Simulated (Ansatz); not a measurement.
HfO2 (P2_12_12) from a database structure, relaxed with r2SCAN. It is orthorhombic, P2_12_12 (No. 18); conventional cell a = 5.007 Å, b = 5.251 Å, c = 4.959 Å, 10.86 Å³ an atom. Hf is surrounded by 7 O at 2.00–2.45 Å; O is surrounded by 4 Hf at 2.15–2.19 Å; O is surrounded by 4 Hf at 2.12–2.18 Å; O is surrounded by 3 Hf at 2.00–2.45 Å.

```
CELL_PARAMETERS angstrom
5.00743 0.00000 0.00000
0.00000 5.25061 0.00000
0.00000 0.00000 4.95874
ATOMIC_POSITIONS crystal
Hf 0.26568 0.28186 0.72815
Hf 0.76568 0.21814 0.27185
Hf 0.73432 0.71814 0.72815
Hf 0.23432 0.78186 0.27185
O 0.50000 0.50000 0.43403
O 0.00000 0.00000 0.56597
O 0.50000 0.00000 0.53255
O 0.00000 0.50000 0.46745
O 0.28256 0.64469 0.89869
O 0.78256 0.85531 0.10131
O 0.71744 0.35531 0.89869
O 0.21744 0.14469 0.10131
```

4 runs of Ansatz 0.2.0 on this cell differ in the functional (and in the settings that go with it). Levels are in eV from each run's valence top; v1 is the last filled band, c1 the first empty one.

Run A, mean stress 0.0 GPa (compression positive):

| point | v4 | v3 | v2 | v1 | c1 | c2 |
| --- | --- | --- | --- | --- | --- | --- |
| Γ | -0.74 | -0.38 | -0.17 | -0.15 | 4.73 | 5.78 |
| X | -0.52 | -0.52 | -0.35 | -0.35 | 5.64 | 5.64 |
| S | -0.82 | -0.82 | -0.53 | -0.53 | 5.88 | 5.88 |
| Y | -0.57 | -0.57 | -0.18 | -0.18 | 5.42 | 5.42 |
| Z | -0.74 | -0.37 | -0.04 | 0.00 | 4.73 | 5.60 |
| U | -0.78 | -0.78 | -0.38 | -0.38 | 5.44 | 5.44 |

Run B, mean stress 0.0 GPa (compression positive):

| point | v4 | v3 | v2 | v1 | c1 | c2 |
| --- | --- | --- | --- | --- | --- | --- |
| Γ | -0.80 | -0.38 | -0.17 | -0.10 | 6.51 | 7.76 |
| X | -0.53 | -0.53 | -0.38 | -0.38 | 7.58 | 7.58 |
| S | -0.87 | -0.87 | -0.55 | -0.55 | 7.85 | 7.85 |
| Y | -0.60 | -0.60 | -0.17 | -0.17 | 7.32 | 7.32 |
| Z | -0.78 | -0.39 | -0.03 | 0.00 | 6.60 | 7.50 |
| U | -0.82 | -0.82 | -0.42 | -0.42 | 7.34 | 7.34 |

Run C, mean stress +6.0 GPa (compression positive):

| point | v4 | v3 | v2 | v1 | c1 | c2 |
| --- | --- | --- | --- | --- | --- | --- |
| Γ | -0.73 | -0.37 | -0.18 | -0.17 | 4.16 | 5.24 |
| X | -0.51 | -0.51 | -0.35 | -0.35 | 5.11 | 5.11 |
| S | -0.81 | -0.81 | -0.54 | -0.54 | 5.35 | 5.35 |
| Y | -0.56 | -0.56 | -0.19 | -0.19 | 4.88 | 4.88 |
| Z | -0.73 | -0.36 | -0.05 | 0.00 | 4.18 | 5.05 |
| U | -0.76 | -0.76 | -0.38 | -0.38 | 4.90 | 4.90 |

Run D, mean stress -0.1 GPa (compression positive):

| point | v4 | v3 | v2 | v1 | c1 | c2 |
| --- | --- | --- | --- | --- | --- | --- |
| Γ | -0.80 | -0.38 | -0.17 | -0.10 | 5.77 | 7.00 |
| X | -0.53 | -0.53 | -0.37 | -0.37 | 6.82 | 6.82 |
| S | -0.87 | -0.87 | -0.55 | -0.55 | 7.08 | 7.08 |
| Y | -0.60 | -0.60 | -0.17 | -0.17 | 6.56 | 6.56 |
| Z | -0.77 | -0.38 | -0.03 | 0.00 | 5.84 | 6.73 |
| U | -0.82 | -0.82 | -0.42 | -0.42 | 6.58 | 6.58 |

Q: Match the runs to PBE, r2SCAN, HSE06, PBE0.

A: A is r2SCAN, B is PBE0, C is PBE, D is HSE06. In order of the gap: PBE 4.16, r2SCAN 4.73, HSE06 5.77, PBE0 6.51 eV.

Calculated for a static, non-magnetic cell.

Spin-orbit coupling is left out.

The program warns that its thresholds are loose for a hybrid's stress.

The meshes of the hybrids are coarse, so their gaps aren't converged to the digits shown.
